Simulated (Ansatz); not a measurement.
**Mo: strong compression**

One table from this session's results is given with a row withheld; the runs are named, their logs left out.

Program: Ansatz 0.2.0. Level of theory: DFT PBE, with the methods named in each step. These are calculated values, not measurements.

### The structure to begin with

The structure is cubic, space group Fd-3m (No. 227). Conventional cell: a = 5.408 Å, b = 5.408 Å, c = 5.408 Å, α = 90.00°, β = 90.00°, γ = 90.00°. Mo (site symmetry -43m) has 4 Mo at 2.34 Å as nearest neighbours.

As a file:

```xyz
2
Lattice="0.0000 2.7041 2.7041 2.7041 0.0000 2.7041 2.7041 2.7041 0.0000" Properties=species:S:1:pos:R:3 pbc="T T T"
Mo   -0.6760   -0.6760   -0.6760
Mo    0.6760    0.6760    0.6760
```

Whether this phase is the stable one at these pressures isn't tested.

Atoms are numbered in the order of the input: Mo1, Mo2.

The first run:

File input.yaml:

```yaml
crystal:
  lattice:
    - [0.0, 2.704143159, 2.704143159]
    - [2.704143159, 0.0, 2.704143159]
    - [2.704143159, 2.704143159, 0.0]
  atoms:
    - { symbol: Mo, position: [-0.125, -0.125, -0.125] }
    - { symbol: Mo, position: [0.125, 0.125, 0.125] }
kpoints:
  mp_grid: { grid: [14, 14, 14] }
scf:
  occupations: { method: fermi_dirac, width: 0.05 }
hamiltonian:
  xc: pbe
  pseudopotentials: { kind: paw }
output:
  forces: true
  stress: true
relax:
  f_tol: 0.005
  max_steps: 40
  cell: {}
```

Run with:

```bash
> ansatz run input.yaml --threads 1 --pin off --max-ram 2048MiB --backend cpu --events-out ev --progress --plain --runs-dir out
```

Among the steps run: Cell relaxed at zero pressure, PAW; Volume scaled by 1, PAW; Volume scaled by 0.95, PAW; Volume scaled by 0.85, PAW; Volume scaled by 0.85, PAW (core large); Volume scaled by 0.75, PAW; Volume scaled by 0.65, PAW; Volume scaled by 0.55, PAW; Volume scaled by 0.45, PAW; Volume scaled by 0.4, PAW; Volume scaled by 0.4, PAW (level accurate).

One table of the session follows, with a row left open; its other results are not shown here.

| method | volume over the first | volume (Å³/atom) | pressure (GPa) |
| --- | --- | --- | --- |
| PAW | 1 | ? | ? |
| PAW | 0.95 | 21.844 | 6.09 |
| PAW | 0.85 | 19.545 | 24.12 |
| PAW | 0.75 | 17.246 | 55.50 |
| PAW | 0.65 | 14.946 | 112.04 |
| PAW | 0.55 | 12.647 | 224.22 |
| PAW | 0.45 | 10.347 | 469.27 |
| PAW | 0.4 | 9.198 | 702.50 |
| PAW (core large) | 0.85 | 19.545 | 24.12 |
| PAW (level accurate) | 0.4 | 9.198 | 703.35 |

Estimate the missing values for PAW, 1.

**Answer.** volume (Å³/atom): 22.994; pressure (GPa): 0.01. In the column «volume (Å³/atom)» it is the highest.

Caveats from the session: Warnings in the runs' records: datasets by core.
